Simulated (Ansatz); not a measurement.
# Phonons of rocksalt-structured SrO

Method: PBEsol, scalar-relativistic; no spin polarisation; PAW, 420 eV, Gaussian smearing of 0.05 eV; code Ansatz. The datasets are Ansatz's generated set soft_2.

```
Sr O
1.0
     0.00000    2.56115    2.56115
     2.56115    0.00000    2.56115
     2.56115    2.56115    0.00000
Sr O
1 1
Cartesian
  2.5612 2.5612 2.5612
  0.0000 0.0000 0.0000
```

The start was a prototype's sites filled with these elements; the Crystallography Open Database holds the compound in this structure.

Force constants come from finite displacements in a 3×3×3 supercell (the unit cell's 9×9×9 k-mesh, folded to it); the long-range dipole term is included. Points in reciprocal vectors of this cell: Γ = (0.000, 0.000, 0.000), X = (0.500, 0.000, 0.500), U = (0.625, 0.250, 0.625), K = (0.375, 0.375, 0.750), L = (0.500, 0.500, 0.500), W = (0.500, 0.250, 0.750).

Frequencies at the named points (cm⁻¹, imaginary ones negative):
```
point                 ω (cm⁻¹)
    Γ        0 0 0 203 203 458
    X  125 125 187 234 234 291
    U  122 166 175 253 286 316
    K  122 166 175 253 286 316
    L  106 106 229 278 278 429
    W  145 164 164 276 276 309
```

Q: Is the structure dynamically stable along this path, and where does the spectrum end?

A: Yes: no branch is imaginary beyond numerical noise. The highest frequency is 458 cm⁻¹, at Γ. Points that don't fit the supercell are interpolated.

Q: What does the harmonic approximation give for the vibrational free energy, entropy and heat capacity?

A: Zero-point energy 40.5 meV/atom.
```
T (K)  F_vib (meV/atom)  S (J/K per mole of atoms)  C_V (J/K per mole of atoms)
  100              37.8                        7.7                         12.6
  200              23.7                       19.2                         20.1
  300              -0.9                       27.9                         22.5
  400             -33.4                       34.5                         23.5
  500             -71.9                       39.8                         24.0
  600            -115.5                       44.2                         24.3
  700            -163.3                       47.9                         24.5
  800            -214.8                       51.2                         24.6
  900            -269.4                       54.1                         24.6
 1000            -326.8                       56.7                         24.7
```

The highest mode, 458 cm⁻¹, is worth 660 K. At 300 K the heat capacity has reached 90 % of the classical limit 3R = 24.9 J/K per mole of atoms.

Run time: 49 s on 4 threads of Intel(R) Xeon(R) 6975P-C (Granite Rapids), with other jobs on the host, peak memory 4.5 GiB.

